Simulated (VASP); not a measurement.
Write the native input for VASP 6.6.1 that does the following.

```yaml
Task: single point
Functional: r2SCAN
Potentials_or_basis: VASP PAW PBE potentials, release 64 (Mn_pv, O)
Cutoff: 520 eV
k_mesh: 7 × 7 × 7
Occupations: gaussian, width 0.05 eV
Spin: collinear spin, random start
Starting_moments: "[1.45, 0.0] μB"
Hubbard_terms: Mn d U = 5 eV
Further_INCAR_settings: ALGO = Normal; EDIFF = 1e-06
```

The structure of MnO lies in POSCAR:

```
MnO
1.0
    0.0000000000      2.2220003300      2.2220003300
    2.2220003300      0.0000000000      2.2220003300
    2.2220003300      2.2220003300      0.0000000000
Mn O
1 1
Direct
    0.0000000000      0.0000000000      0.0000000000
    0.5000000000      0.5000000000      0.5000000000
```

The input as run:

INCAR

```
SYSTEM = MnO
PREC = Accurate
ENCUT = 520
EDIFF = 1E-6
ISMEAR = 0
SIGMA = 0.05
LREAL = .False.
LASPH = .True.
NELM = 100
ALGO = Normal
ISIF = 2
LWAVE = .False.
LCHARG = .True.
ISPIN = 2
MAGMOM = 1.45 0
LORBIT = 11
LMAXMIX = 4
LDAU = .True.
LDAUTYPE = 2
LDAUL = 2 -1
LDAUU = 5 0
LDAUJ = 0 0
LDAUPRINT = 1
METAGGA = R2SCAN
LMIXTAU = .True.
LELF = .True.
LVHAR = .True.
```

KPOINTS

```
Automatic mesh
0
Gamma
  7 7 7
  0 0 0
```

Potentials or basis: VASP PAW PBE potentials, release 64 (Mn_pv, O).

Run with:

```console
$ cat potpaw_PBE.64/Mn_pv/POTCAR potpaw_PBE.64/O/POTCAR > POTCAR
$ mpirun -np 1 vasp_std > vasp.out
```

Results of the run:

The pressure is 4.3 GPa. The band gap on the k mesh is 1.16 eV, indirect (least direct gap 3.23 eV), the net moment is 5.00 μB per cell and the site moments are Mn +4.69; O +0.13 μB. The valence electrons inside the program's atomic spheres are Mn 11.35; O 5.05.

Caveat: the PAW data sets were made with another functional, which shifts forces and pressure a little; an odd mesh through Γ misses points on the zone boundary, where band edges often lie; a cell with one magnetic atom can't hold antiferromagnetic order, which such compounds often take.

It took 21 s on 1 thread of Intel(R) Xeon(R) 6975P-C (Granite Rapids), on a shared host, peak memory 0.16 GiB.
